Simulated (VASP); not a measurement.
# Al in VASP: relaxation of the atoms with PBE

Aim: the relaxation of the atoms of Al with PBE.

All numbers are computed with VASP 6.6.1; they aren't measurements. Logs are shortened: lines on timing, memory, paths and dates and some standing lists are left out, and cuts for length are marked.

## (1) The structure

The cell holds a slab with vacuum, 3 atoms: a = 2.912 Å, b = 2.912 Å, c = 21.989 Å, α = 90.00°, β = 90.00°, γ = 90.00°.

The cell was built by a generator and needn't be a form met in nature.

## (2) Relaxation of the atoms, PBE

INCAR

```
SYSTEM = Al
PREC = Accurate
ENCUT = 240
EDIFF = 1E-7
ISMEAR = 1
SIGMA = 0.1
LREAL = .False.
LASPH = .True.
NELM = 120
ALGO = Fast
ISIF = 2
LWAVE = .False.
LCHARG = .False.
LDIPOL = .True.
IDIPOL = 3
DIPOL = 0.5 0.5 0.500
GGA = PE
IBRION = 2
NSW = 90
EDIFFG = -0.02
KPAR = 2
```

KPOINTS

```
regular mesh
0
Gamma
  11 11 1
  0 0 0
```

POSCAR

```
Al
1.0
    2.9124880100      0.0000000000      0.0000000000
    0.0000000000      2.9124880100      0.0000000000
    0.0000000000      0.0000000000     21.9889459200
Al
3
Direct
    0.5000000000      0.5000000000      0.4097258700
    0.0000000000      0.0000000000      0.5000000000
    0.5000000000      0.5000000000      0.5902741300
```

Potentials or basis: VASP PAW PBE potentials, release 64 (Al).

Started as:

```
$ cat potpaw_PBE.64/Al/POTCAR > POTCAR
$ mpirun -np 2 vasp_std > vasp.out
```

OUTCAR:

```text
SYSTEM = Al
   PREC = Accurate
   ENCUT = 240
   EDIFF = 1E-7
   ISMEAR = 1
   LREAL = .False.
   LASPH = .True.
   NELM = 120
   ISIF = 2
   GGA = PE
   IBRION = 2
   NSW = 90
   EDIFFG = -0.02

 ion  position               nearest neighbor table
   1  0.500  0.500  0.410-   2 2.86   2 2.86   2 2.86   2 2.86
   2  0.000  0.000  0.500-   1 2.86   3 2.86   1 2.86   3 2.86   1 2.86   3 2.86   1 2.86   3 2.86

   3  0.500  0.500  0.590-   2 2.86   2 2.86   2 2.86   2 2.86

  LATTYP: Found a simple tetragonal cell.
 ALAT       =     2.9124880100
 C/A-ratio  =     7.5498837573

  Lattice vectors:

 A1 = (   2.9124880100,   0.0000000000,   0.0000000000)
 A2 = (   0.0000000000,   2.9124880100,   0.0000000000)
 A3 = (   0.0000000000,   0.0000000000,  21.9889459200)

Analysis of symmetry for initial positions (statically):
=====================================================================
 Subroutine PRICEL returns:
 Original cell was already a primitive cell.

 Routine SETGRP: Setting up the symmetry group for a
 simple tetragonal supercell.

 Subroutine GETGRP returns: Found 16 space group operations
 (whereof 16 operations were pure point group operations)
 out of a pool of 16 trial point group operations.

The static configuration has the point symmetry D_4h.

Analysis of symmetry for dynamics (positions and initial velocities):
=====================================================================
 Subroutine PRICEL returns:
 Original cell was already a primitive cell.

 Routine SETGRP: Setting up the symmetry group for a
 simple tetragonal supercell.

 Subroutine GETGRP returns: Found 16 space group operations
 (whereof 16 operations were pure point group operations)
 out of a pool of 16 trial point group operations.

The dynamic configuration has the point symmetry D_4h.

 Subroutine INISYM returns: Found 16 space group operations
 (whereof 16 operations are pure point group operations),
 and found     1 'primitive' translations

----------------------------------------------------------------------------------------

                                     Primitive cell

  volume of cell :     186.5231

  direct lattice vectors                    reciprocal lattice vectors
     2.912488010  0.000000000  0.000000000     0.343349053  0.000000000  0.000000000
     0.000000000  2.912488010  0.000000000     0.000000000  0.343349053  0.000000000
     0.000000000  0.000000000 21.988945920     0.000000000  0.000000000  0.045477396

  length of vectors
     2.912488010  2.912488010 21.988945920     0.343349053  0.343349053  0.045477396

  position of ions in fractional coordinates (direct lattice)
     0.500000000  0.500000000  0.409725870
     0.000000000  0.000000000  0.500000000
     0.500000000  0.500000000  0.590274130

  ion indices of the primitive-cell ions
   primitive index   ion index
                 1           1
                 2           2
                 3           3

----------------------------------------------------------------------------------------

 KPOINTS: regular mesh

Automatic generation of k-mesh.
 Grid dimensions read from file:
 generate k-points for:   11   11    1

 Generating k-lattice:

  Cartesian coordinates                     Fractional coordinates (reciprocal lattice)
     0.031213550  0.000000000  0.000000000     0.090909091  0.000000000  0.000000000
     0.000000000  0.031213550  0.000000000     0.000000000  0.090909091  0.000000000
     0.000000000  0.000000000  0.045477396     0.000000000  0.000000000  1.000000000

  Length of vectors
     0.031213550  0.031213550  0.045477396

  Shift w.r.t. Gamma in fractional coordinates (k-lattice)
     0.000000000  0.000000000  0.000000000

 Subroutine IBZKPT returns following result:
 ===========================================

 Found     21 irreducible k-points:

 Following reciprocal coordinates:
            Coordinates               Weight
  0.000000  0.000000  0.000000      1.000000
  0.090909  0.000000  0.000000      4.000000
  0.181818  0.000000  0.000000      4.000000
  0.272727  0.000000  0.000000      4.000000
  0.363636  0.000000  0.000000      4.000000
  0.454545  0.000000  0.000000      4.000000
[... 13 lines left out ...]
  0.454545  0.363636  0.000000      8.000000
  0.454545  0.454545  0.000000      4.000000
   k-points           NKPTS =     21   k-points in BZ     NKDIM =     21   number of bands    NBANDS=      8
   number of dos      NEDOS =    301   number of ions     NIONS =      3
   total plane-waves  NPLWV =  28672
   dimension x,y,z NGX =    16 NGY =   16 NGZ =  112
   dimension x,y,z NGXF=    32 NGYF=   32 NGZF=  224
   ions per type =               3
   NGX,Y,Z   is equivalent  to a cutoff of   9.13,  9.13,  8.47 a.u.
   NGXF,Y,Z  is equivalent  to a cutoff of  18.27, 18.27, 16.94 a.u.
 SYSTEM =  Al
   PREC   = accura    normal or accurate (medium, high low for compatibility)
   ISTART =      0    job   : 0-new  1-cont  2-samecut
   ICHARG =      2    charge: 1-file 2-atom 10-const
   ISPIN  =      1    spin polarized calculation?
   LNONCOLLINEAR =      F non collinear calculations
   LSORBIT =      F    spin-orbit coupling
   LASPH  =      T    aspherical Exc in radial PAW
   ENCUT  =  240.0 eV  17.64 Ry    4.20 a.u.   3.68  3.68 27.78*2*pi/ulx,y,z
   NELM   =    120;   NELMIN=  2; NELMDL= -5     # of ELM steps
   EDIFF  = 0.1E-06   stopping-criterion for ELM
   LREAL  =      F    real-space projection
   EDIFFG = -.2E-01   stopping-criterion for IOM
   NSW    =     90    number of steps for IOM
   IBRION =      2    ionic relax: 0-MD 1-quasi-New 2-CG
   NFREE  =      1    steps in history (QN), initial steepest desc. (CG)
   ISIF   =      2    stress and relaxation
   ISYM   =      2    0-nonsym 1-usesym 2-fastsym
   POTIM  = 0.5000    time-step for ionic-motion
   TEBEG  =    0.0;   TEEND  =   0.0 temperature during run
   PSTRESS=    0.0 pullay stress
   NELECT =       9.0000    total number of electrons
   NUPDOWN=      -1.0000    fix difference up-down
   EMIN   =  10.00;   EMAX   =-10.00  energy-range for DOS
   EFERMI =   0.00;   METHOD = LEGACY
   ISMEAR =     1;   SIGMA  =   0.10  broadening in eV -4-tet -1-fermi 0-gaus
   EFERMI_NEDOS =   21; number of points for ismear=-14 and -15
   IALGO  =     68    algorithm
   IMIX   =      4    mixing-type and parameters
     AMIX     =   0.40;   BMIX     =  1.00
     AMIX_MAG =   1.60;   BMIX_MAG =  1.00
  volume/ion in A,a.u.               =      62.17       419.57
  Fermi-wavevector in a.u.,A,eV,Ry     =   0.595998  1.126273  4.832974  0.355214
  Thomas-Fermi vector in A             =   1.646176
   LORBIT       =      0    0 simple, 1 ext, 2 COOP (PROOUT), +10 PAW based schemes
   GGA     = PE    functional components
   LHFCALC =     F    Hartree Fock is set to
   AEXX    =    0.0000 exact exchange contribution
   IVDW    =     0    specifies the selected vdW correction
   LEPSILON=     F    determine dielectric tensor
   LRPA    =     F    only Hartree local field effects (RPA)
 conjugate gradient relaxation of ions
 non-spin polarized calculation
 RMM-DIIS sequential band-by-band and
 Methfessel and Paxton  Order N= 1 SIGMA  =   0.10
  energy-cutoff  :      240.00
  volume of cell :      186.52
 maximum number of plane-waves:      1611
 NGX is ok and might be reduce to    16
   NGX =  7   NGY =  7   NGZ = 55

--------------------------------------- Ionic step        1  -------------------------------------------

 number of electron       9.0000000 magnetization

 Free energy of the ion-electron system (eV)
  ---------------------------------------------------
  ext. energy  EPLUGINS =         0.00000000
  ---------------------------------------------------
  free energy    TOTEN  =       -10.19130379 eV

  energy without entropy =      -10.19159799  energy(sigma->0) =      -10.19140185

------------------------ aborting loop because EDIFF is reached ----------------------------------------

  FORCE on cell =-STRESS in cart. coord.  units (eV):
  Direction    XX          YY          ZZ          XY          YZ          ZX
  --------------------------------------------------------------------------------------
  -------------------------------------------------------------------------------------
  Total       -2.4309818     -2.4309818      0.6883476      0.0000000      0.0000000      0.0000000
  in kB      -20.8813990    -20.8813990      5.9126974      0.0000000      0.0000000      0.0000000
  external PRESSURE =     -11.9500335 kB  Pullay stress =       0.0000000 kB
[... 55 lines left out ...]
  FREE ENERGIE OF THE ION-ELECTRON SYSTEM (eV)
  ---------------------------------------------------
  free  energy   TOTEN  =       -10.1943413276 eV

  energy  without entropy=      -10.1951726776  energy(sigma->0) =      -10.19461844

 dipolmoment           0.000000      0.000000      0.000000 electrons x Angstroem

--------------------------------------- Ionic step        3  -------------------------------------------

 number of electron       8.9999999 magnetization

------------------------ aborting loop because EDIFF is reached ----------------------------------------
[... 32 lines left out ...]
--------------------------------------- Ionic step        4  -------------------------------------------

 number of electron       8.9999999 magnetization

 dipolmoment           0.000000      0.000000     -0.000000 electrons x Angstroem

 Free energy of the ion-electron system (eV)
  ---------------------------------------------------
  ext. energy  EPLUGINS =         0.00000000
  ---------------------------------------------------
  free energy    TOTEN  =       -10.19824698 eV

  energy without entropy =      -10.19830182  energy(sigma->0) =      -10.19826526

 E-fermi :  -1.0158     XC(G=0):  -3.6837

 val. band max:       -1.0589965538   @ k =   0.4545   0.4545   0.0000
 cond. band min:      -0.9578676803   @ k =   0.3636   0.2727   0.0000
 fundamental gap:      0.1011288735
 Fermi energy:        -1.0157775400

 k-point     1 :       0.0000    0.0000    0.0000
  band No.  band energies     occupation
      1     -11.0927      2.00000
      2      -8.8687      2.00000
      3      -5.5498      2.00000
      4      -2.5835      2.00000
      5       1.2066      0.00000
      6       2.8517      0.00000
      7       3.3140      0.00000
      8       4.3853      0.00000
[... 210 lines left out ...]
 k-point    21 :       0.4545    0.4545    0.0000
  band No.  band energies     occupation
      1      -4.1440      2.00000
      2      -3.1315      2.00000
      3      -2.0190      2.00000
      4      -1.8725      2.00000
      5      -1.0590      1.66123
      6      -0.8340     -0.02748
      7       0.3017     -0.00000
      8       1.0914      0.00000

------------------------ aborting loop because EDIFF is reached ----------------------------------------

 vacuum level on the upper side and lower side of the slab       (xc-potential included)        -0.018        -0.018

  FORCE on cell =-STRESS in cart. coord.  units (eV):
  Direction    XX          YY          ZZ          XY          YZ          ZX
  --------------------------------------------------------------------------------------
  -------------------------------------------------------------------------------------
  Total       -2.4283922     -2.4283922     -0.0417777      0.0000000      0.0000000      0.0000000
  in kB      -20.8591549    -20.8591549     -0.3588575      0.0000000      0.0000000      0.0000000
  external PRESSURE =     -14.0257224 kB  Pullay stress =       0.0000000 kB
[... 18 lines left out ...]
  FREE ENERGIE OF THE ION-ELECTRON SYSTEM (eV)
  ---------------------------------------------------
  free  energy   TOTEN  =       -10.1982469758 eV

  energy  without entropy=      -10.1983018215  energy(sigma->0) =      -10.19826526

 reached required accuracy - stopping structural energy minimisation

 vacuum level on the upper side and lower side of the slab         3.351         3.351
```

Wall time 9.2 s (2 MPI ranks of Intel Xeon 6975P-C (Granite Rapids), shared host); peak memory 0.15 GiB.

What came out:

* Free energy: -10.1982 eV
* Energy gained by relaxing: 2.3 meV/atom
* Ionic steps: 4
* Largest force after relaxing: 0.004 eV/Å
* Band gap on the k mesh: none (metal or under the smearing width)

Forces in eV/Å, atoms in the order of the input:
```
Al   0.000  0.000 -0.004
Al   0.000  0.000  0.000
Al   0.000  0.000  0.004
```

Step by step:
```tsv
step	energy change (eV)	largest force (eV/Å)	pressure (GPa)
1	0.0000	0.1890	-1.20
2	-0.0030	0.1425	-1.25
3	-0.0067	0.0349	-1.37
4	-0.0069	0.0043	-1.40
```

Final structure:
```cif
data_structure
_symmetry_space_group_name_H-M 'P 1'
_symmetry_Int_Tables_number 1
_cell_length_a 2.9125
_cell_length_b 2.9125
_cell_length_c 21.9889
_cell_angle_alpha 90.000
_cell_angle_beta 90.000
_cell_angle_gamma 90.000
_cell_volume 186.52
loop_
_atom_site_label
_atom_site_type_symbol
_atom_site_fract_x
_atom_site_fract_y
_atom_site_fract_z
_atom_site_occupancy
Al1 Al 0.50000 0.50000 0.40806 1
Al2 Al 0.00000 0.00000 0.50000 1
Al3 Al 0.50000 0.50000 0.59194 1
```

Levels at points of the mesh, in eV from the Fermi level:
| k point | band 1 | band 2 | band 3 | band 4 | band 5 | band 6 | band 7 | band 8 |
| --- | --- | --- | --- | --- | --- | --- | --- | --- |
| (0.00, 0.00, 0.00) | -10.08 | -7.85 | -4.53 | -1.57 | 2.22 | 3.87 | 4.33 | 5.40 |

Caveat: the cutoff is under 1.25 times the usual one of these potentials, so pressure, stress and relaxed cells hold a basis-set (Pulay) error.
